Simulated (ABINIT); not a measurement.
Wanted: an ASE script for an ABINIT 10.8.3 (patched build) run.

```yaml
Task: single point
Functional: PBE
Potentials_or_basis: JTH PAW PBE v2.0
Cutoff: 435 eV
k_mesh: 10 × 10 × 10
Occupations: fermi-dirac, width 0.05 eV
Spin: no spin polarisation
Fine-grid_cutoff: 870.764 eV
```

The system is Sb.

```
Sb
1.0
    -1.87134    1.87134    1.87134
     1.87134   -1.87134    1.87134
     1.87134    1.87134   -1.87134
Sb
1
Cartesian
  0.0000 0.0000 0.0000
```

This isn't the form of Sb at room conditions, which is rhombohedral.

The input as run:

run.py

```python
import json, os
import numpy as np
from ase.units import GPa
from ase.calculators.abinit import Abinit, AbinitProfile
from ase import Atoms

atoms = Atoms(['Sb'],
              cell=[[-1.8713408863, 1.8713408863, 1.8713408863], [1.8713408863, -1.8713408863, 1.8713408863], [1.8713408863, 1.8713408863, -1.8713408863]],
              scaled_positions=[[0.0, 0.0, 0.0]],
              pbc=True)

profile = AbinitProfile(command='abinit', pp_paths=[os.path.abspath('pseudos')])
params = dict(
    pps='pawxml', xc='PBE',
    ecut=435.3822,
    pawecutdg=870.7644,
    pawxcdev=0,
    kptopt=1,
    ngkpt=[10, 10, 10],
    nshiftk=1,
    shiftk=[0.0, 0.0, 0.0],
    ixc=11,
    nband=12,
    occopt=3,
    tsmear=0.05,
    nstep=100,
    tolvrs=1e-09,
    prtwf=0,
    prtden=0,
)

atoms.calc = Abinit(profile=profile, directory='run', **params)
energy = atoms.get_potential_energy()
forces = atoms.get_forces()
stress = atoms.get_stress()
print(f'energy {energy:.6f} eV')
print('forces (eV/A)')
print(np.round(forces, 5))
print('stress (GPa, Voigt, tension positive)', np.round(stress / GPa, 4))
json.dump(dict(energy=energy, forces=forces.tolist(), stress=stress.tolist(), cell=atoms.cell.tolist(), frac=atoms.get_scaled_positions(wrap=False).tolist()), open('results.json', 'w'))
```

Potentials or basis: JTH PAW PBE v2.0.

Command:

```sh
$ python run.py
```

It gave:

| Property | Result |
| --- | --- |
| Pressure | 3.0 GPa |
| Band gap on the k mesh | none (metal or under the smearing width) |
| Valence electrons inside the program's atomic spheres | Sb 12.39 (radii [1.2705] Å) |

It took 9.4 s on 1 thread of Arm Neoverse V1 (shared host), peak memory 0.09 GiB.
